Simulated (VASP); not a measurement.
# Y (P6_3/mmc) in VASP: further runs, part 2 of 2

VASP 6.6.1. Earlier steps stand in the parts before.

**3. Single point, PBEsol**

INCAR reads:

```
SYSTEM = Y
PREC     = Accurate       ! precision mode
ENCUT    = 450            ! plane-wave cutoff, eV
EDIFF    = 1E-6           ! SCF threshold, eV
ISMEAR   = -1             ! smearing method
SIGMA    = 0.05           ! smearing width, eV
LREAL    = .FALSE.        ! projectors in reciprocal space
LASPH    = .TRUE.         ! aspherical terms in the spheres
NELM     = 100            ! most SCF steps
ALGO     = Normal         ! electronic algorithm
ISIF     = 2              ! what is computed and relaxed
LWAVE    = .FALSE.        ! write WAVECAR
LCHARG   = .FALSE.        ! write CHGCAR
GGA      = PS             ! functional
NBANDS   = 18             ! bands
ADDGRID  = .FALSE.
```

KPOINTS reads:

```
Automatic mesh
0
G
  18 18 10
  0 0 0
```

POSCAR reads:

```
Y
1.0
    3.6474000000      0.0000000000      0.0000000000
   -1.8237000000      3.1587410578      0.0000000000
    0.0000000000      0.0000000000      5.7306000000
Y
2
Direct
    0.6666666667      0.3333333333      0.7500000000
    0.3333333333      0.6666666667      0.2500000000
```

Potentials or basis: VASP PAW PBE potentials, release 64 (Y_sv).

Launch:

```console
> cat potpaw_PBE.64/Y_sv/POTCAR > POTCAR
> mpirun -np 1 vasp_std > vasp.out
```

It took 91 s on 1 thread of AMD EPYC 9R45 (Zen 5), shared host; peak memory 0.31 GiB.

The run converged, but some of its settings lie outside the range that counts as converged, so its numbers aren't taken as properties of the crystal.

Results:

```
Free energy            : -13.6281 eV
Pressure               : -2.2 GPa
Band gap on the k mesh : none (metal or under the smearing width)
```

Caveat: the PAW data sets were made with another functional, which shifts forces and pressure a little.

**4. Single point, PBEsol**

Changes to INCAR since step 3:

```diff
@@ -5,3 +5,3 @@
 ISMEAR   = -1             ! smearing method
-SIGMA    = 0.05           ! smearing width, eV
+SIGMA    = 0.02           ! smearing width, eV
 LREAL    = .FALSE.        ! projectors in reciprocal space
```

KPOINTS is that of step 3.

POSCAR is that of step 3.

Potentials or basis: VASP PAW PBE potentials, release 64 (Y_sv).

Launch:

```console
> cat potpaw_PBE.64/Y_sv/POTCAR > POTCAR
> mpirun -np 1 vasp_std > vasp.out
```

OUTCAR:

```text
SYSTEM = Y
   PREC = Accurate
   ENCUT = 450
   EDIFF = 1E-6
   ISMEAR = -1
   LREAL = .FALSE.
   LASPH = .TRUE.
   NELM = 100
   ISIF = 2
   GGA = PS

 Found    222 irreducible k-points:

 Following reciprocal coordinates:
            Coordinates               Weight
  0.000000  0.000000  0.000000      1.000000
  0.055556 -0.000000  0.000000      6.000000
  0.111111 -0.000000  0.000000      6.000000
  0.166667  0.000000  0.000000      6.000000
  0.222222 -0.000000  0.000000      6.000000
  0.277778  0.000000  0.000000      6.000000
   k-points           NKPTS =    222   k-points in BZ     NKDIM =    222   number of bands    NBANDS=     18
   number of dos      NEDOS =    301   number of ions     NIONS =      2
   total plane-waves  NPLWV =  31360
   dimension x,y,z NGX =    28 NGY =   28 NGZ =   40
   dimension x,y,z NGXF=    56 NGYF=   56 NGZF=   80
   ions per type =               2
   NGX,Y,Z   is equivalent  to a cutoff of  12.76, 12.76, 11.60 a.u.
   NGXF,Y,Z  is equivalent  to a cutoff of  25.52, 25.52, 23.21 a.u.
 SYSTEM =  Y
   PREC   = accura    normal or accurate (medium, high low for compatibility)
   ISTART =      0    job   : 0-new  1-cont  2-samecut
   ICHARG =      2    charge: 1-file 2-atom 10-const
   ISPIN  =      1    spin polarized calculation?
   LNONCOLLINEAR =      F non collinear calculations
   LSORBIT =      F    spin-orbit coupling
   LASPH  =      T    aspherical Exc in radial PAW
   ENCUT  =  450.0 eV  33.07 Ry    5.75 a.u.   6.31  6.31  9.91*2*pi/ulx,y,z
   NELM   =    100;   NELMIN=  2; NELMDL= -5     # of ELM steps
   EDIFF  = 0.1E-05   stopping-criterion for ELM
   LREAL  =      F    real-space projection
   EDIFFG = 0.1E-04   stopping-criterion for IOM
   NSW    =      0    number of steps for IOM
   IBRION =     -1    ionic relax: 0-MD 1-quasi-New 2-CG
   NFREE  =      0    steps in history (QN), initial steepest desc. (CG)
   ISIF   =      2    stress and relaxation
   ISYM   =      2    0-nonsym 1-usesym 2-fastsym
   POTIM  = 0.5000    time-step for ionic-motion
   TEBEG  =    0.0;   TEEND  =   0.0 temperature during run
   PSTRESS=    0.0 pullay stress
   NELECT =      22.0000    total number of electrons
   NUPDOWN=      -1.0000    fix difference up-down
   EMIN   =  10.00;   EMAX   =-10.00  energy-range for DOS
   EFERMI =   0.00;   METHOD = LEGACY
   ISMEAR =    -1;   SIGMA  =   0.02  broadening in eV -4-tet -1-fermi 0-gaus
   EFERMI_NEDOS =   21; number of points for ismear=-14 and -15
   IALGO  =     38    algorithm
   IMIX   =      4    mixing-type and parameters
     AMIX     =   0.40;   BMIX     =  1.00
     AMIX_MAG =   1.60;   BMIX_MAG =  1.00
  volume/ion in A,a.u.               =      33.01       222.77
  Fermi-wavevector in a.u.,A,eV,Ry     =   1.134967  2.144777 17.526345  1.288150
  Thomas-Fermi vector in A             =   2.271671
   LORBIT       =      0    0 simple, 1 ext, 2 COOP (PROOUT), +10 PAW based schemes
   GGA     = PS    functional components
   LHFCALC =     F    Hartree Fock is set to
   AEXX    =    0.0000 exact exchange contribution
   IVDW    =     0    specifies the selected vdW correction
   LEPSILON=     F    determine dielectric tensor
   LRPA    =     F    only Hartree local field effects (RPA)
 non-spin polarized calculation
  energy-cutoff  :      450.00
  volume of cell :       66.02
 maximum number of plane-waves:      1456
 NGX is ok and might be reduce to    28
   NGX = 13   NGY = 13   NGZ = 19

 number of electron      22.0000000 magnetization

 Free energy of the ion-electron system (eV)
  ---------------------------------------------------
  ext. energy  EPLUGINS =         0.00000000
  ---------------------------------------------------
  free energy    TOTEN  =       -13.61425068 eV

  energy without entropy =      -13.60910172  energy(sigma->0) =      -13.61167620

 E-fermi :   2.8567     XC(G=0):  -9.5140

 val. band max:        2.8554526759   @ k =   0.2222  -0.0000   0.1000
 cond. band min:       2.8658752999   @ k =   0.3889   0.2222   0.4000
 fundamental gap:      0.0104226240
 Fermi energy:         2.8567103410

 k-point     1 :       0.0000    0.0000    0.0000
  band No.  band energies     occupation
      1     -39.7512      2.00000
      2     -39.6791      2.00000
      3     -20.0416      2.00000
      4     -19.5718      2.00000
      5     -19.5718      2.00000
      6     -19.4836      2.00000
[... 10 lines left out ...]
     17       5.6329      0.00000
     18       5.6329      0.00000

 k-point     2 :       0.0556   -0.0000    0.0000
  band No.  band energies     occupation
      1     -39.7497      2.00000
      2     -39.6786      2.00000
      3     -20.0361      2.00000
      4     -19.5830      2.00000
      5     -19.5757      2.00000
      6     -19.4954      2.00000
[... 10 lines left out ...]
     17       5.5382      0.00000
     18       5.5681      0.00000

 k-point     3 :       0.1111   -0.0000    0.0000
  band No.  band energies     occupation
      1     -39.7452      2.00000
      2     -39.6770      2.00000
      3     -20.0200      2.00000
      4     -19.6153      2.00000
      5     -19.5866      2.00000
      6     -19.5292      2.00000
[... 10 lines left out ...]
     17       5.4005      0.00000
     18       5.4219      0.00000

 k-point     4 :       0.1667    0.0000    0.0000
  band No.  band energies     occupation
      1     -39.7383      2.00000
      2     -39.6748      2.00000
      3     -19.9943      2.00000
      4     -19.6650      2.00000
      5     -19.6028      2.00000
      6     -19.5799      2.00000
[... 10 lines left out ...]
     17       5.5338      0.00000
     18       5.6992      0.00000

 k-point     5 :       0.2222   -0.0000    0.0000
  band No.  band energies     occupation
      1     -39.7295      2.00000
      2     -39.6722      2.00000
      3     -19.9605      2.00000
      4     -19.7260      2.00000
      5     -19.6403      2.00000
      6     -19.6221      2.00000
[... 10 lines left out ...]
     17       5.8507      0.00000
     18       6.0712      0.00000

 k-point     6 :       0.2778    0.0000    0.0000
  band No.  band energies     occupation
      1     -39.7197      2.00000
      2     -39.6700      2.00000
      3     -19.9210      2.00000
      4     -19.7912      2.00000
      5     -19.7028      2.00000
      6     -19.6420      2.00000
[... 10 lines left out ...]
     17       6.2327      0.00000
     18       6.5176      0.00000

 [... further k-points ...]

------------------------ aborting loop because EDIFF is reached ----------------------------------------

  FORCE on cell =-STRESS in cart. coord.  units (eV):
  Direction    XX          YY          ZZ          XY          YZ          ZX
  --------------------------------------------------------------------------------------
  -------------------------------------------------------------------------------------
  Total       -0.8085415     -0.8085415     -1.1168957      0.0000000      0.0000000      0.0000000
  in kB      -19.6207410    -19.6207410    -27.1035189      0.0000000      0.0000000      0.0000000
  external PRESSURE =     -22.1150003 kB  Pullay stress =       0.0000000 kB

 VOLUME and BASIS-vectors are now :
 -----------------------------------------------------------------------------
  energy-cutoff  :      450.00
  volume of cell :       66.02
      direct lattice vectors                 reciprocal lattice vectors
     3.647400000  0.000000000  0.000000000     0.274167900  0.158290911  0.000000000
    -1.823700000  3.158741058  0.000000000     0.000000000  0.316581822  0.000000000
     0.000000000  0.000000000  5.730600000     0.000000000  0.000000000  0.174501797

 POSITION                                       TOTAL-FORCE (eV/Angst)
 -----------------------------------------------------------------------------------
      1.82370      1.05291      4.29795         0.000000     -0.000000      0.000000
     -0.00000      2.10583      1.43265        -0.000000      0.000000      0.000000
 -----------------------------------------------------------------------------------
    total drift:                               -0.000000      0.000000     -0.000000

  FREE ENERGIE OF THE ION-ELECTRON SYSTEM (eV)
  ---------------------------------------------------
  free  energy   TOTEN  =       -13.6142506786 eV

  energy  without entropy=      -13.6091017224  energy(sigma->0) =      -13.61167620
```

It took 94 s on 1 thread of AMD EPYC 9R45 (Zen 5), shared host; peak memory 0.31 GiB.

The run converged, but some of its settings lie outside the range that counts as converged, so its numbers aren't taken as properties of the crystal.

Results:

| Property | Result |
| --- | --- |
| Free energy | -13.6143 eV |
| Pressure | -2.2 GPa |
| Band gap on the k mesh | none (metal or under the smearing width) |

Caveat: the PAW data sets were made with another functional, which shifts forces and pressure a little.

**5. The reference run**

An earlier run on the cell as given: functional PBE; potentials or basis VASP PAW PBE potentials, release 64 (Y_sv); cutoff 520 eV; k mesh 8 × 8 × 5; occupations fermi-dirac, width 0.05 eV; no spin polarisation.

- Pressure: -0.2 GPa
- Band gap on the k mesh: none (metal or under the smearing width)
